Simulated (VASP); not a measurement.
A run of VASP 6.6.1 is set up as follows.

Contents of INCAR:

```
ALGO = Fast ; EDIFF = 1E-7
ENCUT = 520 ; GGA = PS
ISIF = 2 ; ISMEAR = 0
LASPH = True ; LCHARG = False
LREAL = False ; LWAVE = False
NBANDS = 14 ; NELM = 100
PREC = Accurate ; SIGMA = 0.15
```

File KPOINTS:

```
k-points
0
Gamma
  20 20 20
```

File POSCAR:

```
VH
1.0
    0.0000000000      1.8655659010      2.0619412590
    1.8655659010      0.0000000000      2.0619412590
    1.8655659010      1.8655659010      0.0000000000
V H
1 1
Direct
    0.0000000000      0.0000000000      0.0000000000
    0.5000000000      0.5000000000      0.5000000000
```

Potentials or basis: VASP PAW PBE potentials, release 64 (V_sv, H).

The run is started by

```bash
$ cat potpaw_PBE.64/V_sv/POTCAR potpaw_PBE.64/H/POTCAR > POTCAR
$ mpirun -np 1 vasp_std > vasp.out
```

**Question.** Estimate the band gap on the k mesh.

**Answer.** None (metal or under the smearing width).

**Question.** What does it give for the pressure?

**Answer.** 8.7 GPa.

Stress tensor (GPa, compression positive):
```
10.33  0.00  0.00
 0.00 10.33  0.00
 0.00  0.00  5.37
```

Caveat: the PAW data sets were made with another functional, which shifts forces and pressure a little.
